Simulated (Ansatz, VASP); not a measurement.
**One calculation of HfB, two programs**

INCAR

```
ALGO = Normal
EDIFF = 1E-6
EDIFFG = -0.02
ENCUT = 600
GGA = PS
IBRION = 2
ISIF = 3
ISMEAR = -1
LASPH = T
LCHARG = F
LREAL = F
LWAVE = F
NELM = 100
NSW = 80
PREC = Accurate
SIGMA = 0.15
```

File KPOINTS:

```
k-points
0
Gamma
  10 10 10
```

Contents of POSCAR:

```
HfB
1.0
    0.0000000000      2.2787799567      2.2787799567
    2.2787799567      0.0000000000      2.2787799567
    2.2787799567      2.2787799567      0.0000000000
Hf B
1 1
Direct
    0.5000000000      0.5000000000      0.5000000000
    0.0000000000      0.0000000000      0.0000000000
```

The input input.yaml:

```yaml
crystal:
  lattice:
    - [0.0, 2.2787799567, 2.2787799567]
    - [2.2787799567, 0.0, 2.2787799567]
    - [2.2787799567, 2.2787799567, 0.0]
  atoms:
    - { symbol: Hf, position: [0.5, 0.5, 0.5] }
    - { symbol: B, position: [0.0, 0.0, 0.0] }
kpoints:
  mp_grid: { grid: [10, 10, 10] }
scf:
  occupations: { method: fermi_dirac, width: 0.15 }
hamiltonian:
  xc: pbesol
  pseudopotentials: { kind: all_electron, lapw: { basis_error: 0.001 } }
output:
  forces: true
  stress: true
relax:
  f_tol: 0.02
  max_steps: 60
  cell: {}
```

Change from the starting cell: volume scaled by 0.96.

Alike in both runs: task relaxation of cell and atoms; functional PBEsol; k mesh 10 × 10 × 10; occupations fermi-dirac, width 0.15 eV; no spin polarisation.

```csv
,VASP,Ansatz
version,VASP 6.6.1,Ansatz 0.2.0
potentials or method,"VASP PAW PBE potentials, release 64 (Hf_pv, B)","all-electron LAPW, scalar-relativistic"
plane-wave cutoff (eV),600,see its input
```

Ansatz gave:

```
relaxed volume (Å³/atom)                                     : 13.74
relaxed cell length with the largest relative difference (Å) : 3.387
energy change over the relaxation (meV/atom)                 : -186
```

Question: Estimate VASP's values.

Answer: Relaxed volume (Å³/atom): 13.78; relaxed cell length with the largest relative difference (Å): 3.390; energy change over the relaxation (meV/atom): -195.

Ansatz ran all-electron here, so the differences hold the error of VASP's frozen core and of both bases.

Caveats: the volume moved by over 15 % at a fixed basis, so the end points are rough (VASP); the PAW data sets were made with another functional, which shifts forces and pressure a little (VASP). The runs have no spin-orbit coupling, so splittings on Hf are missing. Zero-point motion and thermal expansion aren't in these numbers.
